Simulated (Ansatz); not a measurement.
SiO2:

```
Si O
1.0
    -2.62334    4.77675    4.44167
     2.62334   -4.77675    4.44167
     2.62334    4.77675   -4.44167
Si O
4 8
Direct
  0.26034 0.84494 0.41540
  0.07045 0.15506 0.91540
  0.73966 0.15506 0.58460
  0.92955 0.84494 0.08460
  0.50000 0.00000 0.50000
  0.00000 0.00000 0.00000
  0.79318 0.00000 0.29318
  0.20682 0.50000 0.20682
  0.20682 0.00000 0.70682
  0.79318 0.50000 0.79318
  0.86931 0.11931 0.75000
  0.13069 0.88069 0.25000
```

The cell comes from a database or a generator and needn't be the stable form of this composition.

* Program: Ansatz 0.2.0
* Task: relaxation of cell and atoms
* Functional: BLYP
* Dispersion: D3(BJ)
* Potentials or basis: Ansatz PAW
* Cutoff: 420 eV (not typed: the program's choice for these potentials)
* k mesh: 6 × 6 × 6
* Occupations: fermi-dirac, width 0.05 eV
* Spin: no spin polarisation

At the start: volume 18.55 Å³/atom.

Q: Where does the relaxation end?

A: It ends after 27 steps and the volume is 17.96 Å³/atom (-3.2 %); space group Imma (No. 74, to 0.05 Å).

Step by step:
| step | energy change (eV) | largest force (eV/Å) | volume (Å³) |
| --- | --- | --- | --- |
| 1 | 0.0000 | 0.2708 | 222.64 |
| 2 | -0.0205 | 0.1862 | 224.48 |
| 3 | -0.0262 | 0.0742 | 226.42 |
| 4 | -0.0347 | 0.0260 | 224.87 |
| 5 | -0.0379 | 0.0194 | 224.13 |
| 6 | -0.0410 | 0.0239 | 223.22 |
| 7 | -0.0411 | 0.0063 | 223.21 |
| 8 | -0.0456 | 0.0066 | 223.21 |
| 9 | -0.0489 | 0.0078 | 222.43 |
| 10 | -0.0548 | 0.0389 | 220.61 |
| 11 | -0.0545 | 0.0085 | 220.75 |
| 12 | -0.0548 | 0.0005 | 220.67 |
| 13 | -0.0482 | 0.0007 | 220.67 |
| 14 | -0.0517 | 0.0022 | 219.74 |
| 15 | -0.0550 | 0.0066 | 218.69 |
| 16 | -0.0559 | 0.0070 | 218.40 |
| 17 | -0.0556 | 0.0002 | 218.50 |
| 18 | -0.0496 | 0.0008 | 218.50 |
| 19 | -0.0523 | 0.0016 | 217.75 |
| 20 | -0.0536 | 0.0069 | 217.37 |
| 21 | -0.0503 | 0.0070 | 217.37 |
| 22 | -0.0536 | 0.0760 | 216.34 |
| 23 | -0.0551 | 0.0104 | 215.96 |
| 24 | -0.0546 | 0.0060 | 216.11 |
| 25 | -0.0508 | 0.0063 | 216.11 |
| 26 | -0.0529 | 0.0016 | 215.52 |
| 27 | -0.0511 | 0.0016 | 215.52 |

Final structure:
```xyz
12
Lattice="-2.6421 4.4776 4.5544 2.6421 -4.4776 4.5544 2.6421 4.4776 -4.5544" Properties=species:S:1:pos:R:3 pbc="T T T"
Si    2.6421   -0.6249    3.0727
Si    2.6421    3.8527   -3.0727
Si    0.0000    5.1025    1.4817
Si    0.0000    0.6249    7.6271
O     0.0000    4.4776    0.0000
O     0.0000    0.0000    0.0000
O    -1.3211    4.5929    2.2772
O     1.3211   -0.1153    2.2772
O     1.3211    4.3623   -2.2772
O     1.3211    4.5929    2.2772
O     0.0000    6.7164    1.3708
O     2.6421   -2.2388    3.1837
```

Caveat: the plane-wave basis is chosen anew once the cell has moved, so the energies of steps on either side of that aren't comparable; the pressure holds a Pulay correction of +0.5 GPa for the finite cutoff; the PAW data sets come from PBE, with cores solved anew for the run's functional, which leaves a small shift of forces and pressure.
